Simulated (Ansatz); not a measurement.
The system is Si2Ni.

```
Ni Si
1.0
     0.00000    2.70300    2.70300
     2.70300    0.00000    2.70300
     2.70300    2.70300    0.00000
Ni Si
1 2
Cartesian
  0.0000 0.0000 0.0000
  4.0545 4.0545 4.0545
  1.3515 1.3515 1.3515
```

Base run:

```yaml
Program: Ansatz 0.2.0
Functional: PBE
Potentials_or_basis: Ansatz PAW
Cutoff: 420 eV
Density_cutoff: 1680 eV
k_mesh: 9 × 9 × 9
Occupations: fermi-dirac, width 0.05 eV
Spin: collinear spin, ferromagnetic start
Starting_moments: "[1.0, 0.0, 0.0] μB"
```

Its results: band gap on the k mesh none (metal or under the smearing width); pressure 3.8 GPa; net moment 0.00 μB per cell.

Question: After a change of settings the same cell gave: band gap on the k mesh none (metal or under the smearing width); pressure 6.5 GPa; net moment 0.00 μB per cell. Which change was it?
A. functional from PBE to PBEsol
B. functional from PBE to LDA; occupations from fermi-dirac, width 0.05 eV to gaussian, width 0.05 eV
C. functional from PBE to PBEsol; hubbard terms from none to Ni d U = 5 eV; hubbard projectors from none to ortho-atomic (the default)
D. functional from PBE to RPBE

Answer: D.

RPBE binds less tightly than PBE, so the same cell stands under more pressure.

Caveats: the potentials were made for another functional, which shifts forces and pressure (some runs); the PAW data sets come from PBE, with cores solved anew for the run's functional, which leaves a small shift of forces and pressure (some runs).

Not every run made on this cell is shown here.
